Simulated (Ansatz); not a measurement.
**GaN: Ga on a N site**

Theory: DFT PBE, scalar-relativistic, plane waves, PAW in Ansatz. (420 eV cutoff, 2×2×2 k-mesh, Gaussian smearing of 0.01 eV, collinear spin in charge -1 alone)

Host crystal, relaxed:

```
CELL_PARAMETERS angstrom
3.21837 0.00000 0.00000
-1.60919 2.78719 0.00000
0.00000 0.00000 5.24317
ATOMIC_POSITIONS crystal
Ga 0.66667 0.33333 0.49913
Ga 0.33333 0.66667 0.99913
N 0.66667 0.33333 0.87587
N 0.33333 0.66667 0.37587
```

Supercell of 48 atoms, rows in host cell vectors: 0 2 1; -2 -2 1; 2 0 1. Atoms relax at the host's cell, keeping the symmetry that the supercell leaves at the site. The cell is small, so energies carry finite-size errors of tenths of an eV. The host's Kohn–Sham gap is 1.71 eV.

Defect: Ga on a N site, charge 0.

Command:

```bash
ansatz run input.yaml --threads 4 --pin off --max-ram 8192MiB --backend cpu --events-out ev --progress --plain --runs-dir out
```

The input:

```yaml
crystal:
  lattice:
    - [-3.2183708174, 5.5743817732, 5.2431684262]
    - [-3.2183708173, -5.5743817732, 5.2431684262]
    - [6.4367416346, 1.0e-10, 5.2431684262]
  atoms:
    - { symbol: Ga, position: [0.3330449549, 0.6663782883, 0.4997116216] }
    - { symbol: Ga, position: [0.6663782883, 0.4997116216, 0.3330449549] }
    - { symbol: Ga, position: [0.9997116216, 0.8330449549, 0.6663782883] }
    - { symbol: Ga, position: [0.1663782883, 0.4997116216, 0.8330449549] }
    - { symbol: Ga, position: [0.4997116216, 0.8330449549, 0.1663782883] }
    - { symbol: Ga, position: [0.1663782883, 0.9997116216, 0.3330449549] }
    - { symbol: Ga, position: [0.4997116216, 0.3330449549, 0.6663782883] }
    - { symbol: Ga, position: [0.8330449549, 0.6663782883, 0.9997116216] }
    - { symbol: Ga, position: [0.8330449549, 0.1663782883, 0.4997116216] }
    - { symbol: Ga, position: [0.3330449549, 0.1663782883, 0.9997116216] }
    - { symbol: Ga, position: [0.6663782883, 0.9997116216, 0.8330449549] }
    - { symbol: Ga, position: [0.9997116216, 0.3330449549, 0.1663782883] }
    - { symbol: Ga, position: [0.6663782883, 0.8330449549, 0.4997116216] }
    - { symbol: Ga, position: [0.9997116216, 0.6663782883, 0.3330449549] }
    - { symbol: Ga, position: [0.3330449549, 0.9997116216, 0.6663782883] }
    - { symbol: Ga, position: [0.4997116216, 0.6663782883, 0.8330449549] }
    - { symbol: Ga, position: [0.8330449549, 0.9997116216, 0.1663782883] }
    - { symbol: Ga, position: [0.4997116216, 0.1663782883, 0.3330449549] }
    - { symbol: Ga, position: [0.8330449549, 0.4997116216, 0.6663782883] }
    - { symbol: Ga, position: [0.1663782883, 0.8330449549, 0.9997116216] }
    - { symbol: Ga, position: [0.1663782883, 0.3330449549, 0.4997116216] }
    - { symbol: Ga, position: [0.6663782883, 0.3330449549, 0.9997116216] }
    - { symbol: Ga, position: [0.9997116216, 0.1663782883, 0.8330449549] }
    - { symbol: Ga, position: [0.3330449549, 0.4997116216, 0.1663782883] }
    - { symbol: Ga, position: [0.4586217117, 0.7919550451, 0.6252883784] }
    - { symbol: "N", position: [0.7919550451, 0.6252883784, 0.4586217117] }
    - { symbol: "N", position: [0.1252883784, 0.9586217117, 0.7919550451] }
    - { symbol: "N", position: [0.2919550451, 0.6252883784, 0.9586217117] }
    - { symbol: "N", position: [0.6252883784, 0.9586217117, 0.2919550451] }
    - { symbol: "N", position: [0.2919550451, 0.1252883784, 0.4586217117] }
    - { symbol: "N", position: [0.6252883784, 0.4586217117, 0.7919550451] }
    - { symbol: "N", position: [0.9586217117, 0.7919550451, 0.1252883784] }
    - { symbol: "N", position: [0.9586217117, 0.2919550451, 0.6252883784] }
    - { symbol: "N", position: [0.4586217117, 0.2919550451, 0.1252883784] }
    - { symbol: "N", position: [0.7919550451, 0.1252883784, 0.9586217117] }
    - { symbol: "N", position: [0.1252883784, 0.4586217117, 0.2919550451] }
    - { symbol: "N", position: [0.4586217117, 0.6252883784, 0.2919550451] }
    - { symbol: "N", position: [0.7919550451, 0.4586217117, 0.1252883784] }
    - { symbol: "N", position: [0.1252883784, 0.7919550451, 0.4586217117] }
    - { symbol: "N", position: [0.2919550451, 0.4586217117, 0.6252883784] }
    - { symbol: "N", position: [0.6252883784, 0.7919550451, 0.9586217117] }
    - { symbol: "N", position: [0.2919550451, 0.9586217117, 0.1252883784] }
    - { symbol: "N", position: [0.6252883784, 0.2919550451, 0.4586217117] }
    - { symbol: "N", position: [0.9586217117, 0.6252883784, 0.7919550451] }
    - { symbol: "N", position: [0.9586217117, 0.1252883784, 0.2919550451] }
    - { symbol: "N", position: [0.4586217117, 0.1252883784, 0.7919550451] }
    - { symbol: "N", position: [0.7919550451, 0.9586217117, 0.6252883784] }
    - { symbol: "N", position: [0.1252883784, 0.2919550451, 0.9586217117] }
  host:
    lattice:
      - [3.2183708173, 0.0, 0.0]
      - [-1.6091854087, 2.7871908866, 0.0]
      - [0.0, 0.0, 5.2431684262]
    atoms:
      - { symbol: Ga, position: [0.6666666667, 0.3333333333, 0.4991348648] }
      - { symbol: Ga, position: [0.3333333333, 0.6666666667, 0.9991348648] }
      - { symbol: "N", position: [0.6666666667, 0.3333333333, 0.8758651352] }
      - { symbol: "N", position: [0.3333333333, 0.6666666667, 0.3758651352] }
basis:
  ecutwfc: 420
  xc_grid: 2
kpoints:
  mp_grid: { grid: [2, 2, 2], shift: [0.0, 0.0, 0.0] }
hamiltonian:
  xc: pbe
scf:
  occupations: { method: gaussian, width: 0.01 }
output:
  forces: true
  stress: false
  eigenvalues: true
  charged_corrections:
    defect_position: [0.45862171, 0.79195505, 0.62528838]
    epsilon: [[10.4928, 0.0, 0.0], [0.0, 10.4928, 0.0], [0.0, 0.0, 11.6882]]
  write_density: true
  write_potential: true
  elf: true
  volumetric_format: npy
relax:
  adjacent_minimum: "off"
  f_tol: 0.025
  max_steps: 45
```

From the output:

```
Warning: RAYON_NUM_THREADS=4 ignored (pool sized by the plan → 4); use --threads N
Crystal: 48 atoms, lattice volume = 564.388 Å³
Basis set: ecut = 420 eV, 11057 PW (Γ), exchange–correlation on 120×120×120 points (8 copies of the dense FFT grid, shifted against one another)
Bands: 268, of which v1, the nominal top of the filled ones, is band 220 counted from 1 (219 counted from 0)
Symmetry: 3 space group operations
Space group: R3 (ITA 146), of the structure as read, at distance tolerance 8.3e-5 Å
k-points: 4 of 8
relax step   1: F+E_penalty+E_count = -103417.98753441 eV  Δ(F+E_penalty+E_count) = +0.000e0 eV  max|allowed force component| = 7.284e0 eV/Å  Δτ_max = 0.0000 Å
relax step   2: F+E_penalty+E_count = -103421.68456386 eV  Δ(F+E_penalty+E_count) = -3.697e0 eV  max|allowed force component| = 1.674e0 eV/Å  Δτ_max = 0.1965 Å
relax step   3: F+E_penalty+E_count = -103422.16225336 eV  Δ(F+E_penalty+E_count) = -4.777e-1 eV  max|allowed force component| = 5.409e-1 eV/Å  Δτ_max = 0.0781 Å
relax step   4: F+E_penalty+E_count = -103422.17357847 eV  Δ(F+E_penalty+E_count) = -1.133e-2 eV  max|allowed force component| = 1.403e0 eV/Å  Δτ_max = 0.2000 Å
relax step   5: F+E_penalty+E_count = -103422.26195072 eV  Δ(F+E_penalty+E_count) = -8.837e-2 eV  max|allowed force component| = 2.869e-1 eV/Å  Δτ_max = 0.1480 Å
relax step   6: F+E_penalty+E_count = -103422.27023270 eV  Δ(F+E_penalty+E_count) = -8.282e-3 eV  max|allowed force component| = 4.370e-2 eV/Å  Δτ_max = 0.0111 Å
relax step   7: F+E_penalty+E_count = -103422.27059467 eV  Δ(F+E_penalty+E_count) = -3.620e-4 eV  max|allowed force component| = 1.035e-2 eV/Å  Δτ_max = 0.0031 Å
SCF converged after 6 iterations
Free energy (F): -103422.270595 eV
E sigma→0 (E₀):  -103422.269630 eV
Fermi energy:    10.996124 eV
```

The relaxation gained 4.28 eV in 7 steps. It took 2.3 min on 4 threads of Arm Neoverse V1 (shared host), peak memory 2.9 GiB.